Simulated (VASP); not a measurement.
# Cd (P6_3/mmc) in VASP: a series of runs, part 2 of 2

VASP 6.6.1. Earlier steps stand in the parts before.

## (3) Relaxation of cell and atoms, PBEsol

This run uses another cell than the first one, of 21.59 Å³/atom, 0.937 times its volume.

File INCAR:

```
SYSTEM = Cd
PREC = Accurate
ENCUT = 600
EDIFF = 1E-6
ISMEAR = 1
SIGMA = 0.1
LREAL = .False.
LASPH = .True.
NELM = 80
ALGO = Normal
ISIF = 3
LWAVE = .False.
LCHARG = .False.
GGA = PS
IBRION = 2
NSW = 90
EDIFFG = -0.01
```

File KPOINTS:

```
Automatic mesh
0
Gamma
  15 15 7
  0 0 0
```

File POSCAR:

```
Cd
1.0
    2.9788700000      0.0000000000      0.0000000000
   -1.4894350000      2.5797770946      0.0000000000
    0.0000000000      0.0000000000      5.6176500000
Cd
2
Direct
    0.3333333333      0.6666666667      0.2500000000
    0.6666666667      0.3333333333      0.7500000000
```

Potentials or basis: VASP PAW PBE potentials, release 64 (Cd).

Launch:

```sh
$ cat potpaw_PBE.64/Cd/POTCAR > POTCAR
$ mpirun -np 1 vasp_std > vasp.out
```

OUTCAR:

```text
SYSTEM = Cd
   PREC = Accurate
   ENCUT = 600
   EDIFF = 1E-6
   ISMEAR = 1
   LREAL = .False.
   LASPH = .True.
   NELM = 80
   ISIF = 3
   GGA = PS
   IBRION = 2
   NSW = 90
   EDIFFG = -0.01

 ion  position               nearest neighbor table
   1  0.333  0.667  0.250-   2 3.29   2 3.29   2 3.29   2 3.29   2 3.29   2 3.29
   2  0.667  0.333  0.750-   1 3.29   1 3.29   1 3.29   1 3.29   1 3.29   1 3.29

  LATTYP: Found a hexagonal cell.
 ALAT       =     2.9788700000
 C/A-ratio  =     1.8858325472

  Lattice vectors:

 A1 = (   2.9788700000,   0.0000000000,   0.0000000000)
 A2 = (  -1.4894350000,   2.5797770946,   0.0000000000)
 A3 = (   0.0000000000,   0.0000000000,   5.6176500000)

Analysis of symmetry for initial positions (statically):
=====================================================================
 Subroutine PRICEL returns:
 Original cell was already a primitive cell.

 Routine SETGRP: Setting up the symmetry group for a
 hexagonal supercell.

 Subroutine GETGRP returns: Found 24 space group operations
 (whereof 12 operations were pure point group operations)
 out of a pool of 24 trial point group operations.

The static configuration has the point symmetry D_3d.
 The point group associated with its full space group is D_6h.

Analysis of symmetry for dynamics (positions and initial velocities):
=====================================================================
 Subroutine PRICEL returns:
 Original cell was already a primitive cell.

 Routine SETGRP: Setting up the symmetry group for a
 hexagonal supercell.

 Subroutine GETGRP returns: Found 24 space group operations
 (whereof 12 operations were pure point group operations)
 out of a pool of 24 trial point group operations.

The dynamic configuration has the point symmetry D_3d.
 The point group associated with its full space group is D_6h.

 Subroutine INISYM returns: Found 24 space group operations
 (whereof 12 operations are pure point group operations),
 and found     1 'primitive' translations

----------------------------------------------------------------------------------------

                                     Primitive cell

  volume of cell :      43.1706

  direct lattice vectors                    reciprocal lattice vectors
     2.978870000  0.000000000  0.000000000     0.335697765  0.193815195  0.000000000
    -1.489435000  2.579777095  0.000000000     0.000000000  0.387630389  0.000000000
     0.000000000  0.000000000  5.617650000     0.000000000  0.000000000  0.178010378

  length of vectors
     2.978870000  2.978870000  5.617650000     0.387630390  0.387630389  0.178010378

  position of ions in fractional coordinates (direct lattice)
     0.333333333  0.666666667  0.250000000
     0.666666667  0.333333333  0.750000000

  ion indices of the primitive-cell ions
   primitive index   ion index
                 1           1
                 2           2

----------------------------------------------------------------------------------------

 KPOINTS: Automatic mesh

Automatic generation of k-mesh.
 Grid dimensions read from file:
[... 62 lines left out ...]
   LASPH  =      T    aspherical Exc in radial PAW
   ENCUT  =  600.0 eV  44.10 Ry    6.64 a.u.   5.95  5.95 11.22*2*pi/ulx,y,z
   NELM   =     80;   NELMIN=  2; NELMDL= -5     # of ELM steps
   EDIFF  = 0.1E-05   stopping-criterion for ELM
   LREAL  =      F    real-space projection
   EDIFFG = -.1E-01   stopping-criterion for IOM
   NSW    =     90    number of steps for IOM
   IBRION =      2    ionic relax: 0-MD 1-quasi-New 2-CG
   NFREE  =      1    steps in history (QN), initial steepest desc. (CG)
   ISIF   =      3    stress and relaxation
   ISYM   =      2    0-nonsym 1-usesym 2-fastsym
   POTIM  = 0.5000    time-step for ionic-motion
   TEBEG  =    0.0;   TEEND  =   0.0 temperature during run
   PSTRESS=    0.0 pullay stress
   NELECT =      24.0000    total number of electrons
   NUPDOWN=      -1.0000    fix difference up-down
   EMIN   =  10.00;   EMAX   =-10.00  energy-range for DOS
   EFERMI =   0.00;   METHOD = LEGACY
   ISMEAR =     1;   SIGMA  =   0.10  broadening in eV -4-tet -1-fermi 0-gaus
   EFERMI_NEDOS =   21; number of points for ismear=-14 and -15
   IALGO  =     38    algorithm
   IMIX   =      4    mixing-type and parameters
     AMIX     =   0.40;   BMIX     =  1.00
     AMIX_MAG =   1.60;   BMIX_MAG =  1.00
  volume/ion in A,a.u.               =      21.59       145.66
  Fermi-wavevector in a.u.,A,eV,Ry     =   1.346116  2.543790 24.654136  1.812028
  Thomas-Fermi vector in A             =   2.473974
   LORBIT       =      0    0 simple, 1 ext, 2 COOP (PROOUT), +10 PAW based schemes
   GGA     = PS    functional components
   LHFCALC =     F    Hartree Fock is set to
   AEXX    =    0.0000 exact exchange contribution
   IVDW    =     0    specifies the selected vdW correction
   LEPSILON=     F    determine dielectric tensor
   LRPA    =     F    only Hartree local field effects (RPA)
 conjugate gradient relaxation of ions
 non-spin polarized calculation
 Methfessel and Paxton  Order N= 1 SIGMA  =   0.10
  energy-cutoff  :      600.00
  volume of cell :       43.17
 maximum number of plane-waves:      1460
 NGX is ok and might be reduce to    24
   NGX = 11   NGY = 11   NGZ = 23

--------------------------------------- Ionic step        1  -------------------------------------------

 number of electron      24.0000000 magnetization

 Free energy of the ion-electron system (eV)
  ---------------------------------------------------
  ext. energy  EPLUGINS =         0.00000000
  ---------------------------------------------------
  free energy    TOTEN  =        -2.40073043 eV

  energy without entropy =       -2.40062426  energy(sigma->0) =       -2.40069504

------------------------ aborting loop because EDIFF is reached ----------------------------------------

  FORCE on cell =-STRESS in cart. coord.  units (eV):
  Direction    XX          YY          ZZ          XY          YZ          ZX
  --------------------------------------------------------------------------------------
  -------------------------------------------------------------------------------------
  Total       -0.5028255     -0.5028255     -0.1608674      0.0000000     -0.0000000      0.0000000
  in kB      -18.6611943    -18.6611943     -5.9702195      0.0000000     -0.0000000      0.0000000
  external PRESSURE =     -14.4308694 kB  Pullay stress =       0.0000000 kB
[... 89 lines left out ...]
  FREE ENERGIE OF THE ION-ELECTRON SYSTEM (eV)
  ---------------------------------------------------
  free  energy   TOTEN  =        -2.4064850019 eV

  energy  without entropy=       -2.4061184201  energy(sigma->0) =       -2.40636281

[... ionic steps 4 to 8 ...]

--------------------------------------- Ionic step        9  -------------------------------------------

 number of electron      24.0000016 magnetization

------------------------ aborting loop because EDIFF is reached ----------------------------------------
[... 67 lines left out ...]
--------------------------------------- Ionic step       11  -------------------------------------------

 number of electron      24.0000015 magnetization

 Free energy of the ion-electron system (eV)
  ---------------------------------------------------
  ext. energy  EPLUGINS =         0.00000000
  ---------------------------------------------------
  free energy    TOTEN  =        -2.40743823 eV

  energy without entropy =       -2.40773177  energy(sigma->0) =       -2.40753607

 E-fermi :   3.0062     XC(G=0): -11.3056

 val. band max:        2.9624164551   @ k =   0.2000   0.0667   0.1429
 cond. band min:       3.0893888317   @ k =   0.3333   0.3333   0.0000
 fundamental gap:      0.1269723766
 Fermi energy:         3.0062305594

 k-point     1 :       0.0000    0.0000    0.0000
  band No.  band energies     occupation
      1      -7.0390      2.00000
      2      -6.7928      2.00000
      3      -6.3440      2.00000
      4      -6.3440      2.00000
      5      -6.2951      2.00000
      6      -6.2951      2.00000
[... 433 lines left out ...]
      3      -6.5725      2.00000
      4      -6.2499      2.00000
      5      -6.1879      2.00000
      6      -5.9701      2.00000
[... 8 lines left out ...]
     15       6.8833      0.00000
     16       7.0576      0.00000

 [... further k-points ...]

------------------------ aborting loop because EDIFF is reached ----------------------------------------

  FORCE on cell =-STRESS in cart. coord.  units (eV):
  Direction    XX          YY          ZZ          XY          YZ          ZX
  --------------------------------------------------------------------------------------
  -------------------------------------------------------------------------------------
  Total       -0.0058914     -0.0058914      0.0048951      0.0000000     -0.0000000      0.0000000
  in kB       -0.2227484     -0.2227484      0.1850798      0.0000000     -0.0000000      0.0000000
  external PRESSURE =      -0.0868057 kB  Pullay stress =       0.0000000 kB
[... 17 lines left out ...]
  FREE ENERGIE OF THE ION-ELECTRON SYSTEM (eV)
  ---------------------------------------------------
  free  energy   TOTEN  =        -2.4074382296 eV

  energy  without entropy=       -2.4077317650  energy(sigma->0) =       -2.40753607

 reached required accuracy - stopping structural energy minimisation
```

CONTCAR:

```text
Cd
   1.00000000000000
     2.9412910876867215    0.0000000000000000    0.0000000000000000
    -1.4706455438433608    2.5472328018890318   -0.0000000000000000
     0.0000000000000000   -0.0000000000000000    5.6559335135890247
  Cd
     2
Direct
     0.3333333332999970    0.6666666667000030    0.2500000000000000
     0.6666666667000030    0.3333333332999970    0.7500000000000000

  0.00000000E+00  0.00000000E+00  0.00000000E+00
  0.00000000E+00  0.00000000E+00  0.00000000E+00
```

Run time: 3.1 min. Hardware: 1 thread of Intel Xeon Platinum 8375C at 2.90GHz (Ice Lake), shared host; peak memory 0.23 GiB.

Results:

* Free energy: -2.4074 eV
* Relaxed volume: 21.19 Å³/atom
* Relaxed cell: a = 2.941 Å, b = 2.941 Å, c = 5.656 Å, α = 90.00°, β = 90.00°, γ = 120.00°
* Space group after relaxing (to 0.05 Å): P6_3/mmc (No. 194)
* Energy gained by relaxing: 3.4 meV/atom
* Ionic steps: 11
* Pressure after relaxing: 0.0 GPa
* Band gap on the k mesh: none (metal or under the smearing width)

Step by step:
```tsv
step	energy change (eV)	largest force (eV/Å)	pressure (GPa)	volume (Å³)
1	0.0000	0.0000	-1.44	43.17
2	-0.0056	0.0000	0.39	41.97
3	-0.0058	0.0000	0.18	42.12
4	-0.0058	0.0000	0.09	42.15
5	-0.0062	0.0000	0.04	42.20
6	-0.0067	0.0000	0.07	42.27
7	-0.0057	0.0000	0.12	42.40
8	-0.0067	0.0000	0.10	42.29
9	-0.0067	0.0000	0.06	42.29
10	-0.0067	0.0000	0.07	42.29
11	-0.0067	0.0000	-0.01	42.38
```

Final structure:
```yaml
crystal:
  lattice:
    - [2.94129, 0.00000, 0.00000]
    - [-1.47065, 2.54723, 0.00000]
    - [0.00000, 0.00000, 5.65593]
  atoms:
    - { symbol: Cd, position: [0.33333, 0.66667, 0.25000] }
    - { symbol: Cd, position: [0.66667, 0.33333, 0.75000] }
```

Caveat: the PAW data sets were made with another functional, which shifts forces and pressure a little.

## (4) Relaxation of cell and atoms, PBEsol

This run uses another cell than the first one, of 21.19 Å³/atom, 0.919 times its volume.

Changes to INCAR since step 3:

```diff
@@ -3,3 +3,3 @@
 ENCUT = 600
-EDIFF = 1E-6
+EDIFF = 1E-7
 ISMEAR = 1
@@ -16,2 +16,2 @@
 NSW = 90
-EDIFFG = -0.01
+EDIFFG = -0.005
```

KPOINTS is that of step 3.

File POSCAR:

```
Cd                                      
1.0
    2.9412910877      0.0000000000      0.0000000000
   -1.4706455438      2.5472328019     -0.0000000000
    0.0000000000     -0.0000000000      5.6559335136
  Cd            
     2
Direct
     0.3333333332999970    0.6666666667000030    0.2500000000000000
     0.6666666667000030    0.3333333332999970    0.7500000000000000
```

Potentials or basis: VASP PAW PBE potentials, release 64 (Cd).

Launch:

```sh
$ cat potpaw_PBE.64/Cd/POTCAR > POTCAR
$ mpirun -np 1 vasp_std > vasp.out
```

OUTCAR:

```text
SYSTEM = Cd
   PREC = Accurate
   ENCUT = 600
   EDIFF = 1E-7
   ISMEAR = 1
   LREAL = .False.
   LASPH = .True.
   NELM = 80
   ISIF = 3
   GGA = PS
   IBRION = 2
   NSW = 90
   EDIFFG = -0.005

 ion  position               nearest neighbor table
   1  0.333  0.667  0.250-   2 3.30   2 3.30   2 3.30   2 3.30   2 3.30   2 3.30
   2  0.667  0.333  0.750-   1 3.30   1 3.30   1 3.30   1 3.30   1 3.30   1 3.30

  LATTYP: Found a hexagonal cell.
 ALAT       =     2.9412910877
 C/A-ratio  =     1.9229424579

  Lattice vectors:

 A1 = (   2.9412910877,   0.0000000000,   0.0000000000)
 A2 = (  -1.4706455438,   2.5472328019,   0.0000000000)
 A3 = (   0.0000000000,   0.0000000000,   5.6559335136)

Analysis of symmetry for initial positions (statically):
=====================================================================
 Subroutine PRICEL returns:
 Original cell was already a primitive cell.

 Routine SETGRP: Setting up the symmetry group for a
 hexagonal supercell.

 Subroutine GETGRP returns: Found 24 space group operations
[... 216 lines left out ...]

 E-fermi :   3.0104     XC(G=0): -11.3098

 val. band max:        2.9662067116   @ k =   0.2000   0.0667   0.1429
 cond. band min:       3.0981806788   @ k =   0.3333   0.3333   0.0000
 fundamental gap:      0.1319739672
 Fermi energy:         3.0103527089

 k-point     1 :       0.0000    0.0000    0.0000
  band No.  band energies     occupation
      1      -7.0370      2.00000
      2      -6.7911      2.00000
      3      -6.3400      2.00000
      4      -6.3400      2.00000
      5      -6.2911      2.00000
      6      -6.2911      2.00000
[... 433 lines left out ...]
      3      -6.5695      2.00000
      4      -6.2461      2.00000
      5      -6.1835      2.00000
      6      -5.9655      2.00000
[... 8 lines left out ...]
     15       6.8907      0.00000
     16       7.0670      0.00000

 [... further k-points ...]

------------------------ aborting loop because EDIFF is reached ----------------------------------------

  FORCE on cell =-STRESS in cart. coord.  units (eV):
  Direction    XX          YY          ZZ          XY          YZ          ZX
  --------------------------------------------------------------------------------------
  -------------------------------------------------------------------------------------
  Total        0.0038849      0.0038849     -0.0010130      0.0000000      0.0000000      0.0000000
  in kB        0.1470027      0.1470027     -0.0383323      0.0000000      0.0000000      0.0000000
  external PRESSURE =       0.0852243 kB  Pullay stress =       0.0000000 kB

 VOLUME and BASIS-vectors are now :
 -----------------------------------------------------------------------------
  energy-cutoff  :      600.00
  volume of cell :       42.34
      direct lattice vectors                 reciprocal lattice vectors
     2.940227548 -0.000000000  0.000000000     0.340109731  0.196362445 -0.000000000
    -1.470113774  2.546311749 -0.000000000     0.000000000  0.392724889 -0.000000000
     0.000000000  0.000000000  5.655510286     0.000000000  0.000000000  0.176818704

 POSITION                                       TOTAL-FORCE (eV/Angst)
 -----------------------------------------------------------------------------------
     -0.00000      1.69754      1.41388        -0.000000     -0.000000      0.000000
      1.47011      0.84877      4.24163         0.000000      0.000000     -0.000000
 -----------------------------------------------------------------------------------
    total drift:                               -0.000000      0.000000      0.000000

  FREE ENERGIE OF THE ION-ELECTRON SYSTEM (eV)
  ---------------------------------------------------
  free  energy   TOTEN  =        -2.4068155384 eV

  energy  without entropy=       -2.4071140074  energy(sigma->0) =       -2.40691503

 reached required accuracy - stopping structural energy minimisation
```

OSZICAR:

```text
N       E                     dE             d eps       ncg     rms          rms(c)
DAV:   1     0.180493261957E+03    0.18049E+03   -0.14420E+04  3456   0.169E+03
DAV:   2     0.104435007760E+01   -0.17945E+03   -0.17509E+03  3536   0.393E+02
DAV:   3    -0.258763009649E+01   -0.36320E+01   -0.36286E+01  4304   0.668E+01
DAV:   4    -0.259193939478E+01   -0.43093E-02   -0.43092E-02  4040   0.203E+00
DAV:   5    -0.259195107456E+01   -0.11680E-04   -0.11680E-04  4344   0.983E-02    0.464E+00
DAV:   6    -0.242066591021E+01    0.17129E+00   -0.48025E-01  3680   0.927E+00    0.366E+00
DAV:   7    -0.240858607311E+01    0.12080E-01   -0.37559E-02  4008   0.199E+00    0.196E+00
DAV:   8    -0.240677641291E+01    0.18097E-02   -0.34093E-03  3744   0.858E-01    0.100E-01
DAV:   9    -0.240679027378E+01   -0.13861E-04   -0.32906E-05  4392   0.706E-02    0.437E-02
DAV:  10    -0.240681174871E+01   -0.21475E-04   -0.16223E-05  3840   0.510E-02    0.384E-03
DAV:  11    -0.240681167279E+01    0.75924E-07   -0.10936E-07  3528   0.364E-03
   1 F= -.24068117E+01 E0= -.24069095E+01  d E =-.240681E+01
       N       E                     dE             d eps       ncg     rms          rms(c)
DAV:   1    -0.240702150903E+01   -0.20976E-03   -0.43652E-03  3592   0.865E-01    0.101E-01
DAV:   2    -0.240683096321E+01    0.19055E-03   -0.51669E-04  3712   0.320E-01    0.323E-02
DAV:   3    -0.240681727604E+01    0.13687E-04   -0.25763E-05  4168   0.595E-02    0.252E-02
DAV:   4    -0.240681546961E+01    0.18064E-05   -0.41556E-06  3736   0.183E-02    0.214E-03
DAV:   5    -0.240681553837E+01   -0.68757E-07   -0.23279E-07  3144   0.603E-03
   2 F= -.24068155E+01 E0= -.24069150E+01  d E =-.386558E-05
```

Run time: 41 s. Hardware: 1 thread of Intel Xeon Platinum 8375C at 2.90GHz (Ice Lake), shared host; peak memory 0.22 GiB.

What came out:

```yaml
Free_energy: -2.4068 eV
Relaxed_volume: 21.17 Å³/atom
Relaxed_cell: a = 2.940 Å, b = 2.940 Å, c = 5.656 Å, α = 90.00°, β = 90.00°, γ = 120.00°
Space_group_after_relaxing_to_0.05_Å: P6_3/mmc (No. 194)
Energy_gained_by_relaxing: 0.0 meV/atom
Ionic_steps: 2
Pressure_after_relaxing: 0.0 GPa
Band_gap_on_the_k_mesh: none (metal or under the smearing width)
```

Final structure:
```
Cd
1.0
     2.94023    0.00000    0.00000
    -1.47011    2.54631    0.00000
     0.00000    0.00000    5.65551
Cd
2
Direct
  0.33333 0.66667 0.25000
  0.66667 0.33333 0.75000
```

Caveat: the PAW data sets were made with another functional, which shifts forces and pressure a little.
